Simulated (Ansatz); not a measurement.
Crystal: Pd.

```
Pd
1.0
     0.00000    1.94650    1.94650
     1.94650    0.00000    1.94650
     1.94650    1.94650    0.00000
Pd
1
Direct
  0.00000 0.00000 0.00000
```

Base run:

* Program: Ansatz 0.2.0
* Functional: RPBE
* Potentials or basis: Ansatz PAW
* Cutoff: 420 eV (not typed: the program's choice for these potentials)
* k mesh: 12 × 12 × 12
* Occupations: fermi-dirac, width 0.05 eV
* Spin: no spin polarisation

Its results: band gap on the k mesh none (metal or under the smearing width); pressure 11.7 GPa.

After a change of settings the same cell gave: band gap on the k mesh none (metal or under the smearing width); pressure 6.9 GPa. Which change was it?
A. functional from RPBE to SVWN5
B. functional from RPBE to LDA; potentials or basis from Ansatz PAW to JTH PAW LDA; cutoff from 420 eV (not typed: the program's choice for these potentials) to 1080 eV
C. functional from RPBE to PBE; cutoff from 420 eV (not typed: the program's choice for these potentials) to 350 eV

C.

PBE binds more tightly than RPBE, so the same cell stands under less pressure.

Caveats: the PAW data sets come from PBE, with cores solved anew for the run's functional, which leaves a small shift of forces and pressure (some runs); the cutoff lies under the one recommended for these potentials (some runs).
